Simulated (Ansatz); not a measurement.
# Cu (Cu (111), 7 layers): how the settings move a single-point run

How sensitive is a single-point run of Cu (Cu (111), 7 layers) to its settings? A reference run comes first, then one run with altered input.

Program: Ansatz 0.2.0. Level of theory: reference: DFT, PBEsol, PAW with Ansatz's default frozen-core files, scalar-relativistic. These are calculated values, not measurements.

### 1 The starting structure

Symmetry: P-3m1, No. 164, trigonal system. The conventional cell has a = 2.520 Å, b = 2.520 Å, c = 28.345 Å, α = 90.00°, β = 90.00°, γ = 120.00°. Around Cu (site symmetry 3m) lie 9 Cu at 2.52 Å. Around Cu (site symmetry 3m) lie 12 Cu at 2.52 Å. Cu (site symmetry -3m) is surrounded by 12 Cu at 2.52 Å.

As a file:

```
Cu
1.0
     2.51982    0.00000    0.00000
    -1.25991    2.18223    0.00000
     0.00000    0.00000   28.34450
Cu
7
Direct
  0.00000 0.00000 0.28224
  0.33333 0.66667 0.35483
  0.66667 0.33333 0.42741
  0.00000 0.00000 0.50000
  0.33333 0.66667 0.57259
  0.66667 0.33333 0.64517
  0.00000 0.00000 0.71776
```

### 2 Reference

The input, input.yaml:

```yaml
crystal:
  lattice:
    - [2.5198192012, 0.0, 0.0]
    - [-1.2599096006, 2.1822274411, 0.0]
    - [0.0, 0.0, 28.3445]
  atoms:
    - { symbol: Cu, position: [0.0, 0.0, 0.2822409536] }
    - { symbol: Cu, position: [0.333333334, 0.666666666, 0.3548273023] }
    - { symbol: Cu, position: [0.666666667, 0.333333333, 0.427413651] }
    - { symbol: Cu, position: [0.0, 0.0, 0.4999999997] }
    - { symbol: Cu, position: [0.333333334, 0.666666666, 0.572586349] }
    - { symbol: Cu, position: [0.666666667, 0.333333333, 0.6451726977] }
    - { symbol: Cu, position: [0.0, 0.0, 0.7177590464] }
kpoints:
  mp_grid: { grid: [18, 18, 1] }
scf:
  occupations: { method: fermi_dirac, width: 0.1 }
hamiltonian:
  xc: pbesol
  pseudopotentials: { kind: paw }
output:
  forces: true
  stress: true
  eigenvalues: true
  populations: true
efield:
  axis: 3
  amplitude: 0
  dipole_correction: true
```

On the command line:

```sh
$ ansatz run input.yaml --threads 3 --pin off --max-ram 8192MiB --backend cpu --events-out ev --progress --plain --runs-dir out
```

### 3 Changed: symmetry.detect false, lower_state_search light

Changes to input.yaml since step 2:

```diff
@@ -13,2 +13,3 @@
     - { symbol: Cu, position: [0.0, 0.0, 0.7177590464] }
+  symmetry: { detect: false }
 kpoints:
@@ -17,2 +18,3 @@
   occupations: { method: fermi_dirac, width: 0.1 }
+  lower_state_search: light
 hamiltonian:
```

**Question.** What will these runs give? Wanted: for each run, ending; energy change; gap; force.

The runs gave:

| run | ending | energy change | gap (eV) | force (eV/Å) | cycles | time |
| --- | --- | --- | --- | --- | --- | --- |
| reference | converged | 0 | 0.00 | 0.09 | 10 | 26 s |
| 1: symmetry.detect false, lower_state_search light | converged | 0.0 meV/atom | 0.00 | 0.09 | 10 | 1.9 min |

Residual by cycle in the longest SCF loop of each run; runs are numbered as in the table. The quantity is the density residual dr2, in eV.

```csv
cycle,reference,run 1
1,0.257,0.256
2,1.62,1.61
3,0.00997,0.0101
4,5.7e-4,5.7e-4
5,1.7e-4,1.7e-4
6,1.5e-5,1.5e-5
7,4.7e-6,4.9e-6
8,7.4e-7,7.2e-7
9,1.2e-7,1.1e-7
10,2.2e-8,1.8e-8
```

**Reading.** The changed input (use of symmetry and search for lower states) leaves the energy the same to the digits printed. Cost: 1.9 min against 26 s.
